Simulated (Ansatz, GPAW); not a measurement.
# CdTe: bulk modulus by level of theory

**What was measured.** The bulk modulus of CdTe (F-43m) is reported as 42 GPa (arxiv:2306.14539). The runs below try to reproduce it.

Symmetry: F-43m, No. 216, cubic system. The conventional cell has a = 6.410 Å, b = 6.410 Å, c = 6.410 Å, α = 90.00°, β = 90.00°, γ = 90.00°. Te (site symmetry -43m) is surrounded by 4 Cd at 2.78 Å. Cd (site symmetry -43m) is surrounded by 4 Te at 2.78 Å.

```tsv
rung	level	program and potentials	cutoff (eV)	k mesh	smearing	spin	core time	chip	bulk modulus (GPa)	miss	notes
GGA + dispersion	PBE+D3(BJ)	Ansatz, Ansatz PAW	420	7 × 7 × 7	fermi-dirac 0.05	off	23 s	Arm Neoverse V1	39.9	-5.0 %	-
GGA + dispersion	revPBE+D4	Ansatz, Ansatz PAW	420	7 × 7 × 7	fermi-dirac 0.05	off	27 s	Intel Xeon Platinum 8259CL Skylake/Cascade Lake	39.2	-6.7 %	potentials made for PBE, which Ansatz adapts in part
meta-GGA + dispersion	r2SCAN+D3(BJ)	Ansatz, Ansatz PAW	500	7 × 7 × 7	fermi-dirac 0.05	off	56 s	Arm Neoverse V1	42.5	+1.2 %	potentials made for PBE, which Ansatz adapts in part
LDA	LDA	GPAW, the program's PAW data sets (release 1.2.1) made for this functional	600	6 × 6 × 6	fermi-dirac 0.05	off	87 s	Arm Neoverse V1	46.8	+11.4 %	-
GGA + dispersion	PBE+D4	GPAW, GPAW PAW data sets (gpaw-data 1.2.1)	600	6 × 6 × 6	fermi-dirac 0.05	off	90 s	Intel Xeon Platinum 8375C Ice Lake	40.8	-2.9 %	-
GGA	PBEsol	Ansatz, Ansatz PAW	420	7 × 7 × 7	fermi-dirac 0.05	SOC, no magnetisation	1.9 min	Arm Neoverse V1	40.9	-2.6 %	potentials made for PBE, which Ansatz adapts in part
hybrid	HSEsol	Ansatz, Ansatz PAW	420	4 × 4 × 4	fermi-dirac 0.05	off	2.4 min	Arm Neoverse V2	43.9	+4.5 %	coarse mesh; potentials made for PBE, which Ansatz adapts in part
hybrid	r2SCAN50	Ansatz, Ansatz PAW	500	4 × 4 × 4	fermi-dirac 0.05	off	5.8 min	Arm Neoverse V1	44.4	+5.7 %	coarse mesh; potentials made for PBE, which Ansatz adapts in part
```

Times are single runs on shared hosts and different chips, so they are rough; meshes, cutoffs and the tasks' sizes weigh on the time. Task: equation of state. Smearing widths are in eV. The cell comes from a database and isn't always the measured one. Meshes differ between rows, which moves values too. Meshes are those of the run's cell of 2 atoms unless a note names another. Misses use the values as printed. Runs on faulty files, with rough fits or with known faults for this quantity aren't shown.

By rung: LDA 46.8; GGA + dispersion 39.2 to 40.8; GGA 40.9; meta-GGA + dispersion 42.5; hybrid on coarse meshes 43.9 to 44.4 (GPa). Measured: 42 GPa (arxiv:2306.14539). Closest, coarse meshes and atomic bases left aside, is r2SCAN+D3(BJ) (+1.2 %). The runs are for a static lattice, while measurements hold temperature and zero-point motion.

LDA makes CdTe too stiff, the gradient-corrected functionals make it slightly too soft, and r2SCAN+D3(BJ) falls between them at 42.5 GPa. The modulus measures the curvature of the energy around equilibrium, and in a polar covalent, tetrahedral network it rises steeply as the bonds shorten. LDA's familiar overbinding therefore probably accounts for its 46.8 GPa, while gradient corrections weaken the bonds and flatten the curve. Dispersion terms pull the other way, which may be why PBE+D4 nearly coincides with PBEsol, though spin-orbit coupling in the PBEsol run could also contribute.

Thermal and zero-point motion normally soften a lattice, so a static value should lie somewhat above the measured one. The small excess of r2SCAN+D3(BJ) is thus in the expected direction, whereas correcting the GGA values for this motion would widen their shortfall. The stiffer hybrid results are only suggestive, and the close spacing of the GGA values doesn't support a ranking among them. Agreement in the modulus alone doesn't establish that a functional also gives the right equilibrium volume.
